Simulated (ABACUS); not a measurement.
Fe:

```
Fe
1.0
     2.43416    0.00000    0.00000
    -1.21708    2.10804    0.00000
     0.00000    0.00000    3.84193
Fe
2
Direct
  0.66667 0.33333 0.75000
  0.33333 0.66667 0.25000
```

This isn't the form of Fe at room conditions, which is bcc.

A run of ABACUS 3.10.1 on this cell left the log below. Logs are shortened: lines on timing, memory, paths and dates and some standing lists are left out, and cuts for length are marked.

```text
ABACUS v3.10.1

               Atomic-orbital Based Ab-initio Computation at UStc

 ------------------------------------------------------------------------------------

 READING GENERAL INFORMATION
                           global_out_dir = OUT.Fe/
                           global_in_card = INPUT
                               pseudo_dir = ./
                              orbital_dir =
                                    DSIZE = 4
                                    GSIZE = 1

 READING UNITCELL INFORMATION
                                    ntype = 1
                  lattice constant (Bohr) = 4.59989
              lattice constant (Angstrom) = 2.43416

 READING ATOM TYPE 1
                               atom label = Fe
                      L=0, number of zeta = 1
                      L=1, number of zeta = 1
                      L=2, number of zeta = 1
             number of atom for this type = 2
               magnetization of element 1 = 3

                        TOTAL ATOM NUMBER = 2
CARTESIAN COORDINATES ( UNIT =       4.599891180400 Bohr ).
    atom                   x                   y                   z     mag                  vx                  vy                  vz
tauc_Fe1            0.5000000000        0.2886751346        1.1837569063  3.0000        0.0000000000        0.0000000000        0.0000000000
tauc_Fe2           -0.0000000001        0.5773502692        0.3945856354  3.0000        0.0000000000        0.0000000000        0.0000000000

                          Volume (Bohr^3) = 133.038
                             Volume (A^3) = 19.7141

 Lattice vectors: (Cartesian coordinate: in unit of a_0)
                   +1                  +0                  +0
                 -0.5           +0.866025                  +0
                   +0                  +0            +1.57834
 Reciprocal vectors: (Cartesian coordinate: in unit of 2 pi/a_0)
                   +1            +0.57735                  -0
                   -0             +1.1547                  -0
                   +0                  -0           +0.633576
 The esolver type has been set to : ksdft_pw

                PAO radial cut off (Bohr) = 10

 Read in pseudopotential file is Fe.upf
                     pseudopotential type = NC
          exchange-correlation functional = SLAPWNOGXNOGC
                 nonlocal core correction = 1
                        valence electrons = 16
                                     lmax = 2
                           number of zeta = 4
                     number of projectors = 6
[... 113 lines left out ...]
                     BRAVAIS LATTICE NAME = 04. Hexagonal cell
                                    ibrav = 4
                       right hand lattice = 1
                        ROTATION MATRICES = 24
                               nkstot_ibz = 56
K-POINTS REDUCTION ACCORDING TO SYMMETRY
     IBZ    DIRECT_X    DIRECT_Y    DIRECT_Z  WEIGHT  ibz2bz
       1  0.00000000  0.00000000  0.00000000  0.0017       0
       2 -0.10000000  0.10000000  0.00000000  0.0100       1
       3 -0.20000000  0.20000000  0.00000000  0.0100       2
       4 -0.30000000  0.30000000  0.00000000  0.0100       3
       5 -0.40000000  0.40000000  0.00000000  0.0100       4
       6  0.50000000  0.50000000  0.00000000  0.0050       5
[... 22 lines left out ...]
      29  0.00000000  0.00000000  0.33333333  0.0033     200
      30 -0.10000000  0.10000000  0.33333333  0.0200     201
[... 26 further k points ...]

                               nkstot now = 56
[... K-POINTS DIRECT COORDINATES: 56 rows ...]

           k-point number in this process = 14
       minimum distributed K point number = 14
[... stars of the k points ...]
                             nks(nspin=2) = 28
                          nkstot(nspin=2) = 112

[... K-POINTS CARTESIAN COORDINATES: 28 rows ...]

[... K-POINTS DIRECT COORDINATES: 28 rows ...]

 SETUP PLANE WAVES FOR WAVE FUNCTIONS
     energy cutoff for wavefunc (unit:Ry) = 139
              fft grid for wave functions = [ 36, 36, 60 ]
                    number of plane waves = 5131
                         number of sticks = 253

 PARALLEL PW FOR WAVE FUNCTIONS
     PROC   COLUMNS(POT)             PW
        1            253           5131
 --------------- sum -------------------
        1            253           5131

 SETUP NONLOCAL PSEUDOPOTENTIALS IN PLANE WAVE BASIS
 Fe non-local projectors:
 projector 1 L=0
 projector 2 L=0
 projector 3 L=1
 projector 4 L=1
 projector 5 L=2
 projector 6 L=2
      TOTAL NUMBER OF NONLOCAL PROJECTORS = 36

 Init Non-Local PseudoPotential table :
 Init Non-Local-Pseudopotential done.

                                     npwx = 3699

 Make real space PAO into reciprocal space.
       max mesh points in Pseudopotential = 1001
     dq(describe PAO in reciprocal space) = 0.01
                                    max q = 2365

 number of pseudo atomic orbitals for Fe is 4
WARNING: norm of atomic wavefunction # 4 of atomic type Fe is 0.999923, renormalized

 -------------------------------------------
 STEP OF RELAXATION : 1
 -------------------------------------------
                                 init_chg = atomic

 PW ALGORITHM --------------- ION=   1  ELEC=   1--------------------------------

 Notice: Threshold on eigenvalues was too large.
 hsover_error=0.32 > DRHO=0.103596
 Origin diag ethr = 0.01
 New diag ethr = 0.000323738
          total magnetism (Bohr mag/cell) = 3.90302
       absolute magnetism (Bohr mag/cell) = 3.92629
                        nelec for spin up = 17.9515
                      nelec for spin down = 14.0485
[... 841 lines left out ...]
 Largest gradient in stress is 0.453836 kbar.
 Threshold is 0.500000 kbar.

 Relaxation is converged!

 --------------------------------------------
 !FINAL_ETOT_IS -6871.3153537801053972 eV
 --------------------------------------------
```

Task: Write the input and the command behind it.

Result: Relaxation of cell and atoms with LDA, collinear spin, ferromagnetic start. The files as run (others can give the same):

INPUT
```
INPUT_PARAMETERS
suffix              Fe
calculation         cell-relax
basis_type          pw
pseudo_dir          ./
symmetry            1
dft_functional      pz
ecutwfc             139
pseudo_rcut         10
nspin               2
nbands              23
ks_solver           dav
smearing_method     fd
smearing_sigma      0.00367493
scf_thr             1e-08
scf_nmax            100
mixing_type         broyden
mixing_beta         0.4
cal_force           1
cal_stress          1
relax_nmax          60
force_thr_ev        0.02
relax_method        cg
out_stru            1
stress_thr          0.5
kpar                4
```

STRU
```
ATOMIC_SPECIES
Fe 55.8450 Fe.upf

LATTICE_CONSTANT
4.5998911804

LATTICE_VECTORS
1.0000000000 0.0000000000 0.0000000000
-0.5000000000 0.8660254038 0.0000000000
0.0000000000 0.0000000000 1.5783425417

ATOMIC_POSITIONS
Cartesian

Fe
0.0
2
0.5000000000 0.2886751346 1.1837569063 1 1 1 mag 3
-0.0000000001 0.5773502692 0.3945856354 1 1 1 mag 3
```

KPT
```
K_POINTS
0
Gamma
10 10 6 0 0 0
```

Potentials or basis: PseudoDojo NC SR 0.4.1 LDA stringent, plane waves.
Command:
```console
$ OMP_NUM_THREADS=1 mpirun -np 4 abacus > log
```

Caveat: the starting moments collapsed, and a magnetic state may lie lower.
